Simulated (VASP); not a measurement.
# Cd (P6_3/mmc) in VASP: further runs, part 2 of 2

VASP 6.6.1.

**4. Relaxation of cell and atoms, PBEsol**

INCAR

```
ALGO = Fast
EDIFF = 1E-7
EDIFFG = -0.005
ENCUT = 600
GGA = PS
IBRION = 2
ISIF = 3
ISMEAR = 0
LASPH = True
LCHARG = False
LREAL = False
LWAVE = False
NELM = 60
NSW = 90
PREC = Accurate
SIGMA = 0.1
```

KPOINTS

```
k-points
0
Gamma
  6 6 4
```

POSCAR

```
Cd
1.0
    2.9584748200      0.0000000000      0.0000000000
   -1.4792374100      2.5621143500      0.0000000000
    0.0000000000      0.0000000000      5.8859279300
Cd
2
Direct
    0.3333333300      0.6666666700      0.2500000000
    0.6666666700      0.3333333300      0.7500000000
```

Potentials or basis: VASP PAW PBE potentials, release 64 (Cd).

Started as:

```console
$ cat potpaw_PBE.64/Cd/POTCAR > POTCAR
$ mpirun -np 1 vasp_std > vasp.out
```

OUTCAR:

```text
EDIFF = 1E-7
   EDIFFG = -0.005
   ENCUT = 600
   GGA = PS
   IBRION = 2
   ISIF = 3
   ISMEAR = 0
   LASPH = True
   LREAL = False
   NELM = 60
   NSW = 90
   PREC = Accurate

 ion  position               nearest neighbor table
   1  0.333  0.667  0.250-   2 3.40   2 3.40   2 3.40   2 3.40   2 3.40   2 3.40
   2  0.667  0.333  0.750-   1 3.40   1 3.40   1 3.40   1 3.40   1 3.40   1 3.40

  LATTYP: Found a hexagonal cell.
 ALAT       =     2.9584748200
 C/A-ratio  =     1.9895142897

  Lattice vectors:

 A1 = (   2.9584748200,   0.0000000000,   0.0000000000)
 A2 = (  -1.4792374100,   2.5621143500,   0.0000000000)
 A3 = (   0.0000000000,   0.0000000000,   5.8859279300)

Analysis of symmetry for initial positions (statically):
=====================================================================
 Subroutine PRICEL returns:
 Original cell was already a primitive cell.

 Routine SETGRP: Setting up the symmetry group for a
 hexagonal supercell.

 Subroutine GETGRP returns: Found 24 space group operations
 (whereof 12 operations were pure point group operations)
 out of a pool of 24 trial point group operations.

The static configuration has the point symmetry D_3d.
 The point group associated with its full space group is D_6h.

Analysis of symmetry for dynamics (positions and initial velocities):
=====================================================================
 Subroutine PRICEL returns:
 Original cell was already a primitive cell.

 Routine SETGRP: Setting up the symmetry group for a
 hexagonal supercell.

 Subroutine GETGRP returns: Found 24 space group operations
 (whereof 12 operations were pure point group operations)
 out of a pool of 24 trial point group operations.

The dynamic configuration has the point symmetry D_3d.
 The point group associated with its full space group is D_6h.
[... 117 lines left out ...]
  Fermi-wavevector in a.u.,A,eV,Ry     =   1.331429  2.516037 24.119105  1.772704
  Thomas-Fermi vector in A             =   2.460441
   LORBIT       =      0    0 simple, 1 ext, 2 COOP (PROOUT), +10 PAW based schemes
   GGA     = PS    functional components
   LHFCALC =     F    Hartree Fock is set to
   AEXX    =    0.0000 exact exchange contribution
   IVDW    =     0    specifies the selected vdW correction
   LEPSILON=     F    determine dielectric tensor
   LRPA    =     F    only Hartree local field effects (RPA)
 conjugate gradient relaxation of ions
 non-spin polarized calculation
 RMM-DIIS sequential band-by-band and
 Gauss-broadening in eV      SIGMA  =   0.10
  energy-cutoff  :      600.00
  volume of cell :       44.62
 maximum number of plane-waves:      1506
 NGX is ok and might be reduce to    24
   NGX = 11   NGY = 11   NGZ = 23

--------------------------------------- Ionic step        1  -------------------------------------------

 number of electron      24.0000002 magnetization

 Free energy of the ion-electron system (eV)
  ---------------------------------------------------
  ext. energy  EPLUGINS =         0.00000000
  ---------------------------------------------------
  free energy    TOTEN  =        -2.36156641 eV

  energy without entropy =       -2.35448764  energy(sigma->0) =       -2.35802702

------------------------ aborting loop because EDIFF is reached ----------------------------------------

  FORCE on cell =-STRESS in cart. coord.  units (eV):
  Direction    XX          YY          ZZ          XY          YZ          ZX
  --------------------------------------------------------------------------------------
  -------------------------------------------------------------------------------------
  Total       -0.6276135     -0.6276135      0.0695911      0.0000000      0.0000000      0.0000000
  in kB      -22.5383191    -22.5383191      2.4990970      0.0000000      0.0000000      0.0000000
  external PRESSURE =     -14.1925138 kB  Pullay stress =       0.0000000 kB
[... 89 lines left out ...]
  FREE ENERGIE OF THE ION-ELECTRON SYSTEM (eV)
  ---------------------------------------------------
  free  energy   TOTEN  =        -2.2826224498 eV

  energy  without entropy=       -2.2806923184  energy(sigma->0) =       -2.28165738

[... ionic steps 4 to 9 ...]

--------------------------------------- Ionic step       10  -------------------------------------------

 number of electron      23.9999993 magnetization

------------------------ aborting loop because EDIFF is reached ----------------------------------------
[... 67 lines left out ...]
--------------------------------------- Ionic step       12  -------------------------------------------

 number of electron      23.9999992 magnetization

 Free energy of the ion-electron system (eV)
  ---------------------------------------------------
  ext. energy  EPLUGINS =         0.00000000
  ---------------------------------------------------
  free energy    TOTEN  =        -2.39887983 eV

  energy without entropy =       -2.39706935  energy(sigma->0) =       -2.39797459

 E-fermi :   2.7520     XC(G=0): -11.0636

 val. band max:        2.4012760211   @ k =   0.1667   0.0000   0.2500
 cond. band min:       2.8498154533   @ k =   0.3333   0.1667   0.0000
 fundamental gap:      0.4485394322
 Fermi energy:         2.7519620312

 k-point     1 :       0.0000    0.0000    0.0000
  band No.  band energies     occupation
      1      -7.3813      2.00000
      2      -7.2576      2.00000
      3      -6.6543      2.00000
      4      -6.6543      2.00000
      5      -6.6285      2.00000
      6      -6.6285      2.00000
[... 417 lines left out ...]
  FREE ENERGIE OF THE ION-ELECTRON SYSTEM (eV)
  ---------------------------------------------------
  free  energy   TOTEN  =        -2.3988798335 eV

  energy  without entropy=       -2.3970693502  energy(sigma->0) =       -2.39797459

 reached required accuracy - stopping structural energy minimisation
```

CONTCAR:

```text
Cd
   1.00000000000000
     2.8865433533481384   -0.0000000000000000    0.0000000000000000
    -1.4432716766740692    2.4998198725910656   -0.0000000000000000
     0.0000000000000000    0.0000000000000000    6.1080257608541935
  Cd
     2
Direct
     0.3333333300000021    0.6666666699999979    0.2500000000000000
     0.6666666699999979    0.3333333300000021    0.7500000000000000

  0.00000000E+00  0.00000000E+00  0.00000000E+00
  0.00000000E+00  0.00000000E+00  0.00000000E+00
```

Run time: 80 s. Hardware: 1 thread of Intel Xeon Platinum 8375C at 2.90GHz (Ice Lake), shared host; peak memory 0.17 GiB.

What came out:

- Free energy: -2.3989 eV
- Relaxed volume: 22.04 Å³/atom
- Relaxed cell: a = 2.887 Å, b = 2.887 Å, c = 6.108 Å, α = 90.00°, β = 90.00°, γ = 120.00°
- Space group after relaxing (to 0.05 Å): P6_3/mmc (No. 194)
- Energy gained by relaxing: 18.7 meV/atom
- Ionic steps: 12
- Pressure after relaxing: 0.0 GPa
- Band gap on the k mesh: none (metal or under the smearing width)

Step by step:
```
step  energy change (eV)  largest force (eV/Å)  pressure (GPa)  volume (Å³)
   1              0.0000                0.0000           -1.42        44.62
   2             -0.0185                0.0000           -0.09        43.35
   3              0.0789                0.0000            9.12        39.66
   4             -0.0227                0.0000            0.77        42.82
   5             -0.0231                0.0000            1.26        42.56
   6             -0.0273                0.0000            2.13        42.46
   7             -0.0275                0.0000            1.96        42.48
   8             -0.0357                0.0000            0.71        43.41
   9             -0.0373                0.0000           -0.03        44.05
  10             -0.0373                0.0000           -0.07        44.08
  11             -0.0373                0.0000           -0.02        44.08
  12             -0.0373                0.0000           -0.01        44.07
```

Final structure:
```yaml
crystal:
  lattice:
    - [2.88654, 0.00000, 0.00000]
    - [-1.44327, 2.49982, 0.00000]
    - [0.00000, 0.00000, 6.10803]
  atoms:
    - { symbol: Cd, position: [0.33333, 0.66667, 0.25000] }
    - { symbol: Cd, position: [0.66667, 0.33333, 0.75000] }
```

Caveat: the k mesh is coarse (spacing up to 0.41 Å⁻¹), so the values aren't converged; the PAW data sets were made with another functional, which shifts forces and pressure a little.
